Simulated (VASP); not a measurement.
# C: convergence, band structure

C, Fd-3m (no. 227), 2 atoms in the cell. LAK; PAW potentials C (PBE set). VASP 6.6.1.

Wanted: band energies at the path's corners within 0.1 eV; smallest gap over path and mesh within 0.05 eV.

What the run is for: bands; Accuracy asked: screening; Route: KPOINTS_OPT.

Band energies at the path's corners: counted from the valence top.

POSCAR:
```
C
1.0
    0.0000000000      1.7833700000      1.7833700000
    1.7833700000      0.0000000000      1.7833700000
    1.7833700000      1.7833700000      0.0000000000
C
2
Direct
    0.7500000000      0.7500000000      0.7500000000
    0.5000000000      0.5000000000      0.5000000000
```

The series start from Plane-wave cutoff (eV): 460; k-point mesh: 9 × 9 × 9; k points a path segment: 12; Electronic threshold (eV): 1e-6; Precision mode (PREC): Accurate; Bands in all (NBANDS): 16; Aspherical gradient terms in the spheres (LASPH): yes. Each series keeps the choices made before it, and each single choice may use up half of a tolerance.

## Plane-wave cutoff (eV)

| Plane-wave cutoff (eV) | Band energies at the path's corners, largest deviation (eV) | Smallest gap over path and mesh (eV) | Time (s) |
|---|---|---|---|
| 320 | 0.11 | 4.771 | 52 |
| 400 | 0.02 | 4.709 | 52 |
| 460 | 0.01 | 4.721 | 75 |
| 520 | 0.00 | 4.720 | 85 |
| 640 (reference) | 0.00 | 4.720 | 129 |

Chosen: 400, the loosest value from which every tighter one stays within half of the tolerance.

## k-point mesh

| k-point mesh | Band energies at the path's corners, largest deviation (eV) | Smallest gap over path and mesh (eV) | Time (s) |
|---|---|---|---|
| 4 × 4 × 4 | 0.02 | 4.696 | 35 |
| 5 × 5 × 5 | 0.00 | 4.705 | 38 |
| 6 × 6 × 6 | 0.00 | 4.708 | 44 |
| 7 × 7 × 7 | 0.00 | 4.709 | 40 |
| 9 × 9 × 9 | 0.00 | 4.709 | 52 |
| 11 × 11 × 11 | 0.00 | 4.709 | 57 |
| 13 × 13 × 13 (reference) | 0.00 | 4.709 | 66 |

Chosen: 4 × 4 × 4.

## Electronic threshold (eV)

| Electronic threshold (eV) | Band energies at the path's corners, largest deviation (eV) | Smallest gap over path and mesh (eV) | Time (s) |
|---|---|---|---|
| 0.001 | 0.00 | 4.702 | 21 |
| 0.0001 | 0.00 | 4.704 | 20 |
| 1e-5 | 0.00 | 4.706 | 23 |
| 1e-6 | 0.00 | 4.706 | 28 |
| 1e-7 (reference) | 0.00 | 4.706 | 29 |

Chosen: 0.001.

## Precision mode (PREC)

| Precision mode (PREC) | Band energies at the path's corners, largest deviation (eV) | Smallest gap over path and mesh (eV) | Time (s) |
|---|---|---|---|
| SingleN | 0.06 | 4.743 | 14 |
| Normal | 0.01 | 4.707 | 14 |
| Accurate (reference) | 0.00 | 4.702 | 21 |

Chosen: Normal.

## Bands in all (NBANDS)

| Bands in all (NBANDS) | Band energies at the path's corners, largest deviation (eV) | Smallest gap over path and mesh (eV) | Time (s) |
|---|---|---|---|
| 6 | 0.04 | 4.710 | 13 |
| 7 | 0.01 | 4.710 | 14 |
| 8 | 0.01 | 4.710 | 11 |
| 10 | 0.01 | 4.709 | 18 |
| 16 | 0.00 | 4.707 | 14 |
| 26 (reference) | 0.00 | 4.702 | 14 |

Chosen: 6.

## Aspherical gradient terms in the spheres (LASPH)

| Aspherical gradient terms in the spheres (LASPH) | Band energies at the path's corners, largest deviation (eV) | Smallest gap over path and mesh (eV) | Time (s) |
|---|---|---|---|
| no | 0.00 | 4.710 | 4.5 |
| yes (reference) | 0.00 | 4.710 | 13 |

Chosen: no.

Also changed on the way, by series that aren't shown: k points a path segment: 5.

## All choices together

| Input | Band energies at the path's corners, largest deviation (eV) | Smallest gap over path and mesh (eV) | Time (s) |
|---|---|---|---|
| the program's defaults (naive) | 0.01 | 4.713 | 15 |
| chosen settings | 0.02 | 4.710 | 4.5 |
| reference settings throughout | 0.00 | 4.717 | 603 |

The tolerance is met.

## The input

INCAR:
```
SYSTEM = C
  METAGGA = LAK
  ISMEAR = 0
  SIGMA = 0.03
  LWAVE = .FALSE.
  LCHARG = .FALSE.
  NBANDS = 6
  PREC = Normal
  LASPH = .FALSE.
  LREAL = .FALSE.
  ALGO = Normal
  EDIFF = 0.001
  NELM = 120
  GGA_COMPAT = .FALSE.
  ENCUT = 400
  EFERMI = MIDGAP
  LMIXTAU = .TRUE.
```

KPOINTS:
```
Automatic mesh
0
Gamma
  4 4 4
  0 0 0
```

KPOINTS_OPT:
```
path GXWKGLUWLK,UX
5
line-mode
reciprocal
 0.0000000000  0.0000000000  0.0000000000  G
 0.5000000000  0.0000000000  0.5000000000  X

 0.5000000000  0.0000000000  0.5000000000  X
 0.5000000000  0.2500000000  0.7500000000  W

 0.5000000000  0.2500000000  0.7500000000  W
 0.3750000000  0.3750000000  0.7500000000  K

 0.3750000000  0.3750000000  0.7500000000  K
 0.0000000000  0.0000000000  0.0000000000  G

 0.0000000000  0.0000000000  0.0000000000  G
 0.5000000000  0.5000000000  0.5000000000  L

 0.5000000000  0.5000000000  0.5000000000  L
 0.6250000000  0.2500000000  0.6250000000  U

 0.6250000000  0.2500000000  0.6250000000  U
 0.5000000000  0.2500000000  0.7500000000  W

 0.5000000000  0.2500000000  0.7500000000  W
 0.5000000000  0.5000000000  0.5000000000  L

 0.5000000000  0.5000000000  0.5000000000  L
 0.3750000000  0.3750000000  0.7500000000  K

 0.6250000000  0.2500000000  0.6250000000  U
 0.5000000000  0.0000000000  0.5000000000  X
```

Commands:
```
cat potpaw_PBE.64/C/POTCAR > POTCAR
mpirun -np 1 vasp_std > vasp.out
```

The naive input happens to agree within the tolerance here, in 15 s.

The chosen input took VASP 6.6.1 4.5 s on 1 core (AMD EPYC 9R45 (Zen 5)), a shared host.

## An input that fails: fixed density asked without a density file

VASP's message: ERROR: charge density could not be read from file CHGCAR for ICHARG>10.

Changes against the starting input:
```
- NELM = 120
+ NELM = 73
+ ICHARG = 11
```
